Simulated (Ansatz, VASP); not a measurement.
# One calculation of Sn, two programs

```xyz
2
Lattice="-2.9401 2.9401 1.5993 2.9401 -2.9401 1.5993 2.9401 2.9401 -1.5993" Properties=species:S:1:pos:R:3 pbc="T T T"
Sn    0.0000    0.0000    0.0000
Sn    0.0000    2.9401    0.7997
```

Alike in both runs: task single point; functional RPBE; k mesh 9 × 9 × 9; occupations gaussian, width 0.1 eV; no spin polarisation.

```csv
,VASP,Ansatz
version,VASP 6.6.1,Ansatz 0.2.0
potentials or method,"VASP PAW PBE potentials, release 64 (Sn_d)",Ansatz PAW
plane-wave cutoff (eV),520,420
valence electrons in the cell,28,28
```

|  | VASP | Ansatz | Ansatz less VASP |
| --- | --- | --- | --- |
| gap on the k mesh at the Fermi level (eV) | none | none | - |
| pressure (GPa) | 2.8 | 2.9 | +0.07 |
| largest component of the traceless stress (GPa) | 0.28 | 0.28 | -0.001 |

A gap of «none» marks a metal or a gap that the smearing closes. The functional is the same, so the differences come from potentials, cutoffs and numerics.

Caveats: the PAW data sets were made with another functional, which shifts forces and pressure a little (VASP); the PAW data sets come from PBE, with cores solved anew for the run's functional, which leaves a small shift of forces and pressure (Ansatz).
